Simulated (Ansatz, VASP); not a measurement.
## Te in VASP and in Ansatz

```
Te
1.0
     3.33359    0.00000    0.00000
    -1.66680    2.88698    0.00000
     0.00000    0.00000    3.06876
Te
1
Direct
  0.00000 0.00000 0.00000
```

Alike in both runs: functional PBEsol; k mesh 21 × 21 × 18; occupations gaussian, width 0.1 eV; no spin polarisation.

Ansatz relaxed the structure, and its values are those at the end. VASP's run is a single point on that final structure, the one shown.

|  | VASP | Ansatz |
| --- | --- | --- |
| version | VASP 6.6.1 | Ansatz 0.2.0 |
| potentials or method | VASP PAW PBE potentials, release 64 (Te) | scalar-relativistic, plane waves, PAW |
| plane-wave cutoff (eV) | 520 | 420 |
| valence electrons in the cell | 6 | 16 |

|  | VASP | Ansatz | Ansatz less VASP |
| --- | --- | --- | --- |
| gap on the k mesh at the Fermi level (eV) | none | none | - |
| pressure (GPa) | 0.0 | 0.0 | -0.02 |

A gap of «none» marks a metal or a gap that the smearing closes. With one functional, cell and mesh, what is left measures potentials, basis and numerics. The two sets of potentials don't hold the same shells in valence.

Caveats: the PAW data sets were made with another functional, which shifts forces and pressure a little (VASP). The runs have no spin-orbit coupling, so splittings on Te are missing.
